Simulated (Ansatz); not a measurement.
# SiO2: under pressure

The task here is to estimate one member of a computed series from the others.

Computed with Ansatz 0.2.0 (DFT LDA, scalar-relativistic, plane waves, PAW, unless a step's input says otherwise).

2 further runs of the same task are left out: 2 set aside as unsound or not needed.

## The system as given

Symmetry: P6_322, No. 182, hexagonal system. The conventional cell has a = 5.015 Å, b = 5.015 Å, c = 8.539 Å, α = 90.00°, β = 90.00°, γ = 120.00°. Si (site symmetry 3) has 4 O at 1.60 to 1.61 Å in its first shell of neighbours. Around O (site symmetry 2) lie 2 Si at 1.61 Å. O (site symmetry 32) has 2 Si at 1.60 Å in its first shell of neighbours.

Structure file:

```xyz
12
Lattice="5.0150 0.0000 0.0000 -2.5075 4.3431 0.0000 0.0000 0.0000 8.5394" Properties=species:S:1:pos:R:3 pbc="T T T"
Si    2.5075    1.4477    8.0019
Si    2.5075    1.4477    4.8073
Si    0.0000    2.8954    0.5376
Si    0.0000    2.8954    3.7321
O    -1.0333    1.7896    0.0000
O     1.0333    1.7896    4.2697
O     2.9485    0.0000    4.2697
O     1.4743    2.5535    0.0000
O    -1.4743    2.5535    4.2697
O     2.5075    1.4477    6.4046
O     0.0000    2.8954    2.1349
O     2.0665    0.0000    0.0000
```

It goes back to an entry of the Materials Project, which need not be the stable form.

This cell was relaxed beforehand with the same method: volume 15.50 Å³/atom, gap on the mesh 5.42 eV.

Set-up of the first run:

input.yaml

```yaml
crystal:
  lattice:
    - [5.0621188903, 0.0, 0.0]
    - [-2.5310594451, 4.383923556, 0.0]
    - [0.0, 0.0, 8.6196645828]
  atoms:
    - { symbol: Si, position: [0.6666666667, 0.3333333333, 0.9370470953] }
    - { symbol: Si, position: [0.6666666667, 0.3333333333, 0.5629529047] }
    - { symbol: Si, position: [0.3333333333, 0.6666666667, 0.0629529047] }
    - { symbol: Si, position: [0.3333333333, 0.6666666667, 0.4370470953] }
    - { symbol: O, position: [0.0, 0.4120636141, 0.0] }
    - { symbol: O, position: [0.4120636141, 0.4120636141, 0.5] }
    - { symbol: O, position: [0.5879363859, 0.0, 0.5] }
    - { symbol: O, position: [0.5879363859, 0.5879363859, 0.0] }
    - { symbol: O, position: [0.0, 0.5879363859, 0.5] }
    - { symbol: O, position: [0.6666666667, 0.3333333333, 0.75] }
    - { symbol: O, position: [0.3333333333, 0.6666666667, 0.25] }
    - { symbol: O, position: [0.4120636141, 0.0, 0.0] }
basis:
  ecutwfc: 420
kpoints:
  mp_grid: { grid: [6, 6, 4] }
hamiltonian:
  xc: lda
scf:
  occupations: { method: gaussian, width: 0.02 }
output:
  forces: true
  stress: true
  eigenvalues: true
  write_density: true
  write_potential: true
  elf: true
  volumetric_format: npy
relax:
  adjacent_minimum: "off"
  f_tol: 0.008
  max_steps: 50
  cell: { stress_tol: 0.08, p_target: -3.0 }
```

Command:

```sh
$ ansatz run input.yaml --threads 2 --pin off --max-ram 5120MiB --backend cpu --events-out ev --progress --plain --runs-dir out
```

Steps of the session up to this table: Relaxing at -3 GPa; Seeking the band edges at -3 GPa; Target pressure 3 GPa; The gap over the whole zone at 3 GPa; 8 GPa; Seeking the band edges at 8 GPa; 15 GPa; Seeking the band edges at 15 GPa; Relaxing at 30 GPa; Band edges over the zone at 30 GPa.

One of the session's tables, all rows but one given; the rest of the session is left out.

It belongs to the step «Volume, cell and gap against pressure». Lengths are those of the vectors of the cell that was run:

| P (GPa) | V (Å³/atom) | a (Å) | b (Å) | c (Å) | ΔH (eV/atom) |
| --- | --- | --- | --- | --- | --- |
| -3 | 17.07 | 5.253 | 5.253 | 8.572 | -0.307 |
| 0 | 15.50 | 5.015 | 5.015 | 8.539 | 0.000 |
| 3 | ? | ? | ? | ? | ? |
| 8 | 13.13 | 4.633 | 4.633 | 8.474 | 0.701 |
| 15 | 12.30 | 4.506 | 4.506 | 8.393 | 1.255 |
| 30 | 11.26 | 4.360 | 4.360 | 8.208 | 2.354 |

Q: Estimate the row for P (GPa) = 3 from the others.

Worked estimate for «V (Å³/atom)». A straight line through the neighbours (0, 15.50) and (8, 13.13) gives 15.50 + (13.13 − 15.50) × (3 − 0) / (8 − 0) = 14.61; a parabola fitted to 4 rows on both sides gives 14.44.

**Answer.** V (Å³/atom): 14.21; a (Å): 4.808; b (Å): 4.808; c (Å): 8.522; ΔH (eV/atom): 0.277. In «V (Å³/atom)» the line misses by +0.40 and the parabola by +0.23.

ΔH is E + PV over the energy at zero pressure; a, b and c are the vectors of the computed cell.

To keep in mind: Other structures may take over in this range; these runs cannot find them.
